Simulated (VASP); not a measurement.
Runs of VASP 6.6.1 on B. The structure is hexagonal, space group P6/mmm (No. 191). The conventional cell has a = 3.001 Å, b = 3.001 Å, c = 1.915 Å, α = 90.00°, β = 90.00°, γ = 120.00°. Around B (site symmetry -6m2) lie 5 B at 1.73 to 1.91 Å. The cell was built by a generator and needn't be a form met in nature.

```csv
task,cell,k mesh,cutoff (eV),mesh quality,gap on the mesh (eV),pressure (GPa),relaxed volume (Å³/atom),largest force (eV/Å)
single point,"P6/mmm, 7.47 Å³/atom",9 × 9 × 4,520,coarse,none,0.1,-,-
relaxation of cell and atoms,relaxed,8 × 8 × 6,600,not flagged,none,0.1,6.31,0.01
single point,"Fmmm, 6.64 Å³/atom",8 × 8 × 4,520,not flagged,none,(a),-,-
relaxation of cell and atoms,relaxed,9 × 9 × 4,600,not flagged,none,-0.5,-,0.02
relaxation of cell and atoms,relaxed,8 × 8 × 4,600,not flagged,none,0.0,6.65,0.02
```

Alike in all rows: level PBEsol; potentials or basis VASP PAW PBE potentials, release 64 (B); no spin polarisation; smearing gaussian 0.1 eV.

Problem. Estimate the missing entries.

Solution. (a) 0.3.

Caveats: some runs use coarse meshes; the PAW data sets were made with another functional, which shifts forces and pressure a little.

A gap of «none» marks a metal or a gap under the smearing width.
